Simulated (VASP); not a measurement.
# KBr (Fm-3m) in VASP: a series of runs, part 2 of 2

VASP 6.6.1. The steps go on from the part before.

## Step 3: Electric field gradients, LDA (volume scaled by 1.04)

INCAR

```
  PREC = Accurate
  ENCUT = 520
  EDIFF = 1E-8
  ISMEAR = -1
  SIGMA = 0.01
  LREAL = False
  LASPH = True
  NELM = 100
  ALGO = Normal
  ISIF = 2
  LWAVE = False
  LCHARG = False
  LEFG = True
  NBANDS = 15
```

KPOINTS

```
Automatic mesh
0
Gamma
  7 7 7
```

POSCAR

```
KBr
1.0
    0.0000000000      3.3358273371      3.3358273371
    3.3358273371      0.0000000000      3.3358273371
    3.3358273371      3.3358273371      0.0000000000
K Br
1 1
Direct
    0.0000000000      0.0000000000      0.0000000000
    0.5000000000      0.5000000000      0.5000000000
```

Potentials or basis: VASP PAW LDA potentials, release 64 (K_sv, Br).

The run is started by

```console
$ cat potpaw_LDA.64/K_sv/POTCAR potpaw_LDA.64/Br/POTCAR > POTCAR
$ mpirun -np 1 vasp_std > vasp.out
```

OUTCAR:

```text
PREC = Accurate
   ENCUT = 520
   EDIFF = 1E-8
   ISMEAR = -1
   LREAL = False
   LASPH = True
   NELM = 100
   ISIF = 2

 ion  position               nearest neighbor table
   1  0.000  0.000  0.000-
   2  0.500  0.500  0.500-

  LATTYP: Found a face centered cubic cell.
 ALAT       =     6.6716546742

  Lattice vectors:

 A1 = (   0.0000000000,   3.3358273371,   3.3358273371)
 A2 = (   3.3358273371,   0.0000000000,   3.3358273371)
 A3 = (   3.3358273371,   3.3358273371,   0.0000000000)

Analysis of symmetry for initial positions (statically):
=====================================================================
 Subroutine PRICEL returns:
 Original cell was already a primitive cell.

 Routine SETGRP: Setting up the symmetry group for a
 face centered cubic supercell.

 Subroutine GETGRP returns: Found 48 space group operations
 (whereof 48 operations were pure point group operations)
 out of a pool of 48 trial point group operations.

The static configuration has the point symmetry O_h .

Analysis of symmetry for dynamics (positions and initial velocities):
=====================================================================
 Subroutine PRICEL returns:
 Original cell was already a primitive cell.

 Routine SETGRP: Setting up the symmetry group for a
 face centered cubic supercell.

 Subroutine GETGRP returns: Found 48 space group operations
 (whereof 48 operations were pure point group operations)
 out of a pool of 48 trial point group operations.

The dynamic configuration has the point symmetry O_h .

 Subroutine INISYM returns: Found 48 space group operations
[... 495 lines left out ...]
      5     -13.1466      2.00000
      6      -2.7196      2.00000
      7      -2.6731      2.00000
      8      -2.4581      2.00000
      9       4.6840      0.00000
     10       5.3888      0.00000
     11       5.8494      0.00000
     12       6.6048      0.00000
     13       8.1123      0.00000
     14       8.1320      0.00000
     15       8.8423      0.00000

------------------------ aborting loop because EDIFF is reached ----------------------------------------

  FORCE on cell =-STRESS in cart. coord.  units (eV):
  Direction    XX          YY          ZZ          XY          YZ          ZX
  --------------------------------------------------------------------------------------
  -------------------------------------------------------------------------------------
  Total       -0.8987388     -0.8987388     -0.8987388      0.0000000      0.0000000      0.0000000
  in kB      -19.3956073    -19.3956073    -19.3956073      0.0000000      0.0000000      0.0000000
  external PRESSURE =     -19.3956073 kB  Pullay stress =       0.0000000 kB

 VOLUME and BASIS-vectors are now :
 -----------------------------------------------------------------------------
  energy-cutoff  :      520.00
  volume of cell :       74.24
      direct lattice vectors                 reciprocal lattice vectors
     0.000000000  3.335827337  3.335827337    -0.149887854  0.149887854  0.149887854
     3.335827337  0.000000000  3.335827337     0.149887854 -0.149887854  0.149887854
     3.335827337  3.335827337  0.000000000     0.149887854  0.149887854 -0.149887854

 POSITION                                       TOTAL-FORCE (eV/Angst)
 -----------------------------------------------------------------------------------
      0.00000      0.00000      0.00000         0.000000     -0.000000     -0.000000
      3.33583      3.33583      3.33583         0.000000      0.000000      0.000000
 -----------------------------------------------------------------------------------
    total drift:                                0.000000      0.000000      0.000000

  FREE ENERGIE OF THE ION-ELECTRON SYSTEM (eV)
  ---------------------------------------------------
  free  energy   TOTEN  =        -6.7714071612 eV

  energy  without entropy=       -6.7714071612  energy(sigma->0) =       -6.77140716

 Electric field gradients (V/A^2)
---------------------------------------------------------------------
 ion       V_xx      V_yy      V_zz      V_xy      V_xz      V_yz
---------------------------------------------------------------------
   1       0.000     0.000    -0.000     0.000     0.000     0.000
   2       0.000    -0.000     0.000     0.001     0.001     0.001
---------------------------------------------------------------------

 Electric field gradients after diagonalization (V/A^2)
 (convention: |V_zz| > |V_xx| > |V_yy|)
----------------------------------------------------------------------
 ion       V_xx      V_yy      V_zz     asymmetry (V_yy - V_xx)/ V_zz
----------------------------------------------------------------------
   1      -0.000    -0.000     0.001       0.000
   2      -0.001    -0.001     0.001       0.000
----------------------------------------------------------------------

           NMR quadrupolar parameters

 Cq : quadrupolar parameter    Cq=e*Q*V_zz/h
 eta: asymmetry parameters     (V_yy - V_xx)/ V_zz
 Q  : nuclear electric quadrupole moment in mb (millibarn)
----------------------------------------------------------------------
 ion       Cq(MHz)       eta       Q (mb)
----------------------------------------------------------------------
   1       0.000       0.000       1.000
   2       0.000       0.000       1.000
----------------------------------------------------------------------
```

stdout:

```text
POSCAR found type information on POSCAR K Br
 POSCAR found :  2 types and       2 ions
 scaLAPACK will be used
 LDA part: xc-table for (Slater(with rela. corr.)+CA(PZ))
 , standard interpolation
 POSCAR, INCAR and KPOINTS ok, starting setup
 FFT: planning ... GRIDC
 FFT: planning ... GRID_SOFT
 FFT: planning ... GRID
 WAVECAR not read
 entering main loop
ion   1

ion   2
```

Wall time 17 s (1 thread of Intel Xeon Platinum 8375C at 2.90GHz (Ice Lake), shared host); peak memory 0.18 GiB.

What came out:

| Property | Result |
| --- | --- |
| Free energy | -6.7714 eV |
| Pressure | -1.9 GPa |
| Band gap on the k mesh | 3.96 eV, direct |

Electric field gradients, principal values (V/Å²):
| atom | Vxx | Vyy | Vzz |
| --- | --- | --- | --- |
| 1 K | 0.000 | 0.000 | 0.001 |
| 2 Br | -0.001 | -0.001 | 0.001 |

## Step 4: Electric field gradients, PBE (equal xy, yz and zx shear strains of -1 %)

INCAR

```
ALGO     = Normal         # electronic algorithm
EDIFF    = 1E-8           # SCF threshold, eV
ENCUT    = 520            # plane-wave cutoff, eV
GGA      = PE             # functional
ISIF     = 2              # what is computed and relaxed
ISMEAR   = -1             # smearing method
LASPH    = True           # aspherical terms in the spheres
LCHARG   = False          # write CHGCAR
LEFG     = True         
LREAL    = False          # projectors in reciprocal space
LWAVE    = False          # write WAVECAR
NBANDS   = 15             # bands
NELM     = 100            # most SCF steps
PREC     = Accurate       # precision mode
SIGMA    = 0.01           # smearing width, eV
```

KPOINTS

```
k-points
0
Gamma
  7 7 7
```

POSCAR

```
KBr
1.0
   -0.0329250000      3.2760375000      3.2760375000
    3.2760375000     -0.0329250000      3.2760375000
    3.2760375000      3.2760375000     -0.0329250000
K Br
1 1
Direct
    0.0000000000      0.0000000000      0.0000000000
    0.5000000000      0.5000000000      0.5000000000
```

Potentials or basis: VASP PAW PBE potentials, release 64 (K_sv, Br).

The run is started by

```console
$ cat potpaw_PBE.64/K_sv/POTCAR potpaw_PBE.64/Br/POTCAR > POTCAR
$ mpirun -np 1 vasp_std > vasp.out
```

OUTCAR:

```text
EDIFF = 1E-8
   ENCUT = 520
   GGA = PE
   ISIF = 2
   ISMEAR = -1
   LASPH = True
   LREAL = False
   NELM = 100
   PREC = Accurate

 ion  position               nearest neighbor table
   1  0.000  0.000  0.000-   2 3.29   2 3.29   2 3.29   2 3.29   2 3.29   2 3.29
   2  0.500  0.500  0.500-   1 3.29   1 3.29   1 3.29   1 3.29   1 3.29   1 3.29

  LATTYP: Found a trigonal (rhomboedric) cell.
 ALAT       =     4.6331336543
 COS(alpha) =     0.4899250057

  Lattice vectors:

 A1 = (  -0.0329250000,   3.2760375000,   3.2760375000)
 A2 = (   3.2760375000,  -0.0329250000,   3.2760375000)
 A3 = (   3.2760375000,   3.2760375000,  -0.0329250000)
[... 644 lines left out ...]
  free  energy   TOTEN  =        -6.2121977493 eV

  energy  without entropy=       -6.2121977493  energy(sigma->0) =       -6.21219775

 Electric field gradients (V/A^2)
---------------------------------------------------------------------
 ion       V_xx      V_yy      V_zz      V_xy      V_xz      V_yz
---------------------------------------------------------------------
   1      -0.000     0.000    -0.000     0.481     0.481     0.481
   2      -0.000     0.000     0.000    -1.517    -1.517    -1.517
---------------------------------------------------------------------

 Electric field gradients after diagonalization (V/A^2)
 (convention: |V_zz| > |V_xx| > |V_yy|)
----------------------------------------------------------------------
 ion       V_xx      V_yy      V_zz     asymmetry (V_yy - V_xx)/ V_zz
----------------------------------------------------------------------
   1      -0.481    -0.481     0.962       0.000
   2       1.517     1.517    -3.033       0.000
----------------------------------------------------------------------

           NMR quadrupolar parameters

 Cq : quadrupolar parameter    Cq=e*Q*V_zz/h
 eta: asymmetry parameters     (V_yy - V_xx)/ V_zz
 Q  : nuclear electric quadrupole moment in mb (millibarn)
----------------------------------------------------------------------
 ion       Cq(MHz)       eta       Q (mb)
----------------------------------------------------------------------
   1       0.002       0.000       1.000
   2      -0.007       0.000       1.000
----------------------------------------------------------------------
```

Wall time 42 s (1 thread of Intel Xeon Platinum 8488C (Sapphire Rapids), shared host); peak memory 0.23 GiB.

What came out:

```yaml
Free_energy: -6.2122 eV
Pressure: 0.9 GPa
Band_gap_on_the_k_mesh: 4.43 eV, direct
```

Electric field gradients, principal values (V/Å²):
```csv
atom,Vxx,Vyy,Vzz
1 K,-0.481,-0.481,0.962
2 Br,1.517,1.517,-3.033
```

## Step 5: Summary

| level | potentials or basis | cell | gap on the mesh (eV) | pressure (GPa) |
| --- | --- | --- | --- | --- |
| r2SCAN | VASP PAW PBE potentials, release 64 (K_sv, Br) | as given | 5.10 | 0.2 |
| LDA | VASP PAW LDA potentials, release 64 (K_sv, Br) | functional lda, volume scaled by 1.04, PAW files | 3.96 | -1.9 |
| PBE | VASP PAW PBE potentials, release 64 (K_sv, Br) | equal xy, yz and zx shear strains of -1 %, PAW files | 4.43 | 0.9 |

Alike in all rows: task electric field gradients; no spin polarisation; k mesh 7 × 7 × 7; cutoff (eV) 520; smearing fermi-dirac 0.01 eV.

Caveats: the PAW data sets were made with another functional, which shifts forces and pressure a little (some runs); an odd mesh through Γ misses points on the zone boundary, where band edges often lie (some runs).

Total energies depend on the potentials used, so only differences within one code and one set of settings carry meaning.
